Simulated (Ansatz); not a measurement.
## Cobalt (diamond) across density functionals

All rows: Ansatz, plane waves with scalar-relativistic PAW, 420 eV (500 eV for the SCAN forms), relaxed under each functional, no dispersion correction, no zero-point motion. B₀ comes from uniform scaling at fixed shape; a dash is a value not given.

```tsv
functional	V (Å³/atom)	cell	B₀ (GPa)	magnetic state	ΔE to hcp (meV/atom)
PBE	16.37	a = 5.078 Å	-	ferromagnetic, net 1.73 μB per atom	1299
r²SCAN	15.95	a = 5.035 Å	109	ferromagnetic, net 1.84 μB per atom	1346
m-r²SCAN	14.30	a = 4.854 Å	-	ferromagnetic, net 0.28 μB per atom	1341
LDA	13.77	a = 4.794 Å	168	spin not included	1391
RPBE	16.97	a = 5.139 Å	91	ferromagnetic, net 1.76 μB per atom	1236
BLYP	17.14	a = 5.156 Å	89	ferromagnetic, net 1.72 μB per atom	933
```

Problem. What does PBEsol give?

Solution. V (Å³/atom): 14.26; cell: a = 4.850 Å; magnetic state: ferromagnetic, net 0.34 μB per atom; ΔE to hcp (meV/atom): 1443.

m-r²SCAN is r²SCAN on the gauge-invariant kinetic-energy density; without spin polarisation the two are equal.
